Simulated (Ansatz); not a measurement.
**Rb (Fm-3m), two-dimensional strain map**

The calculation used Ansatz, DFT PBE+D3(BJ), scalar-relativistic, plane waves, PAW. Cutoff 420 eV, Γ-centred 12×12×12 k-points, Gaussian smearing of 0.15 eV. No spin polarisation. Energies are free energies at this smearing, counted from the undisturbed cell; pressure is positive in compression.

Reference structure (as given, not relaxed at this level; it stands at -0.3 GPa; this fcc form isn't the usual structure):

```yaml
crystal:
  lattice:
    - [0.00000, 3.63988, 3.63988]
    - [3.63988, 0.00000, 3.63988]
    - [3.63988, 3.63988, 0.00000]
  atoms:
    - { symbol: Rb, position: [0.00000, 0.00000, 0.00000] }
```

The cell is strained by p along both x and y and by q along z, fractional coordinates fixed. Points are written (p, q).

Energy above the undisturbed cell in meV/atom (a dash: not computed):

```
 p \ q  -0.080  -0.040  0.000  0.040  0.080
-0.080     5.6    -2.9   -7.1   -7.4   -4.1
-0.040    -8.3       –   -9.3      –    2.0
 0.000    -9.1    -5.9    0.0    8.2   18.4
 0.080    17.2       –   42.4      –   72.3
```

Pressure in GPa:

```csv
p \ q,-0.080,-0.040,0.000,0.040,0.080
-0.080,0.5,0.3,0.2,0.0,-0.1
-0.040,0.2,–,-0.1,–,-0.3
0.000,-0.1,-0.2,-0.3,-0.4,-0.4
0.080,-0.4,–,-0.5,–,-0.6
```